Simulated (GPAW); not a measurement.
Here is a GPAW 26.7.0 calculation.

File run.py:

```python
from ase import Atoms
from ase.dft.bandgap import bandgap
from ase.io import write
from ase.units import GPa
from gpaw import GPAW, PW, setup_paths

setup_paths.insert(0, '.')

atoms = Atoms(['Hf', 'O', 'O'],
              cell=[[0.0, 2.5575, 2.5575],
                    [2.5575, 0.0, 2.5575],
                    [2.5575, 2.5575, 0.0]],
              scaled_positions=[[0.0, 0.0, 0.0],
                                [0.75, 0.75, 0.75],
                                [0.25, 0.25, 0.25]],
              pbc=True)

calc = GPAW(mode=PW(800),
            xc='PBEsol',
            kpts={'size': (9, 9, 9), 'gamma': True},
            occupations={'name': 'fermi-dirac', 'width': 0.05},
            setups={'Hf': ':d,1.0'},
            nbands=24,
            convergence={'density': 1e-05, 'energy': 1e-05},
            maxiter=150,
            txt='gpaw.txt')
atoms.calc = calc
energy = atoms.get_potential_energy()
forces = atoms.get_forces()
stress = atoms.get_stress()
calc.write('gs.gpw')
write('result.traj', atoms)
print(f'Energy: {energy:.6f} eV')
print('Forces (eV/A):')
print(forces.round(4))
print('Stress (GPa):', (stress / GPa).round(3))
print('Fermi level:', round(calc.get_fermi_level(), 4), 'eV')
print(f'Gap: {bandgap(calc)[0]:.4f} eV, direct: {bandgap(calc, direct=True)[0]:.4f} eV')

path = atoms.cell.bandpath('GXWKGLUWLK,UX', npoints=80, eps=1e-4)
bs_calc = calc.fixed_density(kpts=path, symmetry='off', nbands=35,
                             convergence={'bands': 'CBM+6.0', 'eigenstates': 1e-6}, txt='bands.txt')
bs = bs_calc.band_structure()
bs.write('bs.json')
print(f'Gap on the path: {bandgap(bs_calc)[0]:.4f} eV')
```

Potentials or basis: PAW data sets generated in the run's folder for this functional, pw.

Command:

```bash
$ gpaw-setup -f PBEsol Hf O
$ OMP_NUM_THREADS=1 python run.py
```

**Question.** Estimate the band gap on the k mesh.

**Answer.** 3.90 eV, indirect (least direct gap 4.02 eV).

**Question.** What does it give for the band gap along the path?

**Answer.** 3.79 eV, direct.

**Question.** What does it give for the pressure?

**Answer.** -7.7 GPa.

Levels at the corners of the path, in eV from the valence-band top:
```csv
point,band 8,band 9,band 10,band 11,band 12,band 13,band 14,band 15,band 16,band 17
Γ,-5.21,-5.21,-0.62,-0.62,-0.62,4.06,4.06,5.39,10.21,10.21
X,-3.49,-3.49,-1.47,-1.47,0.00,3.79,5.69,6.50,8.03,8.03
W,-5.03,-2.55,-2.55,-1.33,-0.20,4.84,5.30,6.94,6.94,8.18
K,-4.02,-3.36,-2.17,-1.30,-0.33,4.34,5.58,6.78,7.40,8.30
Γ,-5.21,-5.21,-0.62,-0.62,-0.62,4.06,4.06,5.39,10.21,10.21
L,-4.19,-3.08,-2.76,-1.86,-1.86,4.74,4.74,6.86,8.71,9.22
U,-4.02,-3.36,-2.17,-1.30,-0.33,4.34,5.58,6.78,7.40,8.30
W,-5.03,-2.55,-2.55,-1.33,-0.20,4.84,5.30,6.94,6.94,8.18
L,-4.19,-3.08,-2.76,-1.86,-1.86,4.74,4.74,6.86,8.71,9.22
K,-4.02,-3.36,-2.17,-1.30,-0.33,4.34,5.58,6.78,7.40,8.30
U,-4.02,-3.36,-2.17,-1.30,-0.33,4.34,5.58,6.78,7.40,8.30
X,-3.49,-3.49,-1.47,-1.47,0.00,3.79,5.69,6.50,8.03,8.03
```

Caveat: spin-orbit coupling is left out, which moves the levels of the heavy elements; the mesh misses the band edges, which the band path finds closer together.
